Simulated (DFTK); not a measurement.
The system is ZnO (zincite).

```
Zn O
1.0
     3.24931    0.00000    0.00000
    -1.62465    2.81398    0.00000
     0.00000    0.00000    5.20571
Zn O
2 2
Cartesian
  1.6247 0.9380 0.0000
  0.0000 1.8760 2.6029
  0.0000 1.8760 4.5759
  1.6247 0.9380 1.9730
```

Base run:

```yaml
Program: DFTK 0.8.2
Functional: PBEsol
Potentials_or_basis: SG15 1.2 (PBE)
Cutoff: 952 eV
k_mesh: 7 × 7 × 4
Occupations: fermi-dirac, width 0.05 eV
Spin: no spin polarisation
```

Its results: band gap on the k mesh 0.65 eV, direct.

**Question.** The run is repeated on the same cell with these changes: functional from PBEsol to PBE. What comes out?

**Answer.** Band gap on the k mesh 0.87 eV, direct.
